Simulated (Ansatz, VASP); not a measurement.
## HfB2: VASP beside Ansatz

POSCAR

```
HfB2
1.0
    3.1944352767      0.0000000000      0.0000000000
   -1.5972176383      2.7664621003      0.0000000000
    0.0000000000      0.0000000000      3.5557512317
Hf B
1 2
Direct
    0.0000000000      0.0000000000      0.0000000000
    0.3333333333      0.6666666667      0.5000000000
    0.6666666667      0.3333333333      0.5000000000
```

File INCAR.step1:

```
SYSTEM = HfB2
  ALGO = Normal
  EDIFF = 1E-4
  ENCUT = 600
  GGA = PE
  ISMEAR = 0
  LASPH = .TRUE.
  LCHARG = .FALSE.
  LREAL = .FALSE.
  LWAVE = .TRUE.
  NELM = 100
  PREC = Accurate
  SIGMA = 0.1
```

The input INCAR.step2:

```
SYSTEM = HfB2
  ALGO = Normal
  EDIFF = 1E-7
  EDIFFG = -0.01
  ENCUT = 600
  IBRION = 2
  ISIF = 4
  ISMEAR = 0
  ISTART = 1
  LASPH = .TRUE.
  LCHARG = .FALSE.
  LMIXTAU = .TRUE.
  LREAL = .FALSE.
  LWAVE = .FALSE.
  METAGGA = R2SCAN
  NELM = 100
  NSW = 50
  PREC = Accurate
  SIGMA = 0.1
```

KPOINTS

```
k-points
0
G
  15 15 12
  0 0 0
```

Input for Ansatz:

```yaml
crystal:
  lattice:
    - [3.1944352767, 0.0, 0.0]
    - [-1.5972176383, 2.7664621003, 0.0]
    - [0.0, 0.0, 3.5557512317]
  atoms:
    - { symbol: Hf, position: [0.0, 0.0, 0.0] }
    - { symbol: B, position: [0.3333333333, 0.6666666667, 0.5] }
    - { symbol: B, position: [0.6666666667, 0.3333333333, 0.5] }
basis:
  ecutwfc: 500
kpoints:
  mp_grid: { grid: [15, 15, 12] }
hamiltonian:
  xc: r2scan
scf:
  occupations: { method: gaussian, width: 0.1 }
output:
  forces: true
  stress: true
  eigenvalues: true
relax:
  adjacent_minimum: "off"
  f_tol: 0.01
  max_steps: 30
  cell: { stress_tol: 0.1, fix: [volume] }
```

Alike in both runs: task relaxation of shape and atoms at fixed volume; functional r2SCAN; k mesh 15 × 15 × 12; occupations gaussian, width 0.1 eV; no spin polarisation.

|  | VASP | Ansatz |
| --- | --- | --- |
| version | VASP 6.6.1 | Ansatz 0.2.0 |
| potentials or method | VASP PAW PBE potentials, release 64 (Hf_pv, B) | scalar-relativistic, plane waves, PAW |
| plane-wave cutoff (eV) | 600 | 500 |
| valence electrons in the cell | 16 | 32 |

```tsv
	VASP	Ansatz	Ansatz less VASP
gap on the k mesh at the Fermi level, each at its own relaxed structure (eV)	none	none	-
relaxed volume (Å³/atom)	10.47	10.47	0.000
relaxed cell length with the largest relative difference (Å)	3.563	3.563	-0.0003
```

A gap of «none» marks a metal or a gap that the smearing closes. The two sets of potentials don't hold the same shells in valence.

Caveats: the PAW data sets were made with another functional, which shifts forces and pressure a little (VASP). Spin-orbit coupling is left out, which matters for the levels of Hf.
